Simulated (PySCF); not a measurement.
Simulated outer-valence photoelectron spectrum of methylenecyclopropane, `C=C1CC1`. Method used: EOM-IP-CCSD/aug-cc-pVDZ in PySCF, restricted Hartree–Fock reference, frozen core, non-relativistic, gas phase, PBE0-D3(BJ)/def2-SVP geometry.

Each root has a Gaussian of 0.8 eV full width with its one-hole share as area; cross sections and vibrations are left out, and the highest printed point is 100.

```csv
ionisation energy (eV),intensity
8.6,0
8.8,1
9.0,5
9.2,16
9.4,36
9.6,57
9.8,68
10.0,67
10.2,67
10.4,75
10.6,83
10.8,86
11.0,82
11.2,69
11.4,46
11.6,23
11.8,8
12.0,2
12.2,3
12.4,8
12.6,23
12.8,44
13.0,60
13.2,58
13.4,39
13.6,19
13.8,7
14.0,5
14.2,13
14.4,30
14.6,51
14.8,61
15.0,56
15.2,47
15.4,52
15.6,73
15.8,94
16.0,100
16.2,86
16.4,59
16.6,31
16.8,13
17.0,7
17.2,13
17.4,30
17.6,50
17.8,59
18.0,49
18.2,29
18.4,12
18.6,4
18.8,1
```

Question: Where are the maxima, and how many lines lie under the curve?

Answer: 6 maxima, at 9.9, 10.8, 13.1, 14.8, 16.0 and 17.8 eV, from 8 lines. At this width some lines have no maximum of their own.

Question: List the lines with their holes.

Answer: 
```
E (eV)  leading hole (HF orbital)  area  Koopmans (eV)
  9.76                       HOMO  0.96           9.81
 10.53                     HOMO-1  0.96          11.48
 11.12                     HOMO-2  0.96          12.00
 13.08                     HOMO-3  0.95          14.07
 14.80                     HOMO-4  0.93          16.14
 15.76                     HOMO-5  0.94          17.34
 16.18                     HOMO-6  0.94          17.53
 17.80                     HOMO-7  0.92          19.78
```

The widest gap, 1.96 eV, lies between 11.12 and 13.08 eV. Only orbitals with −ε under 21 eV, eight at most, were ionised, so the high end of the curve may lack lines.
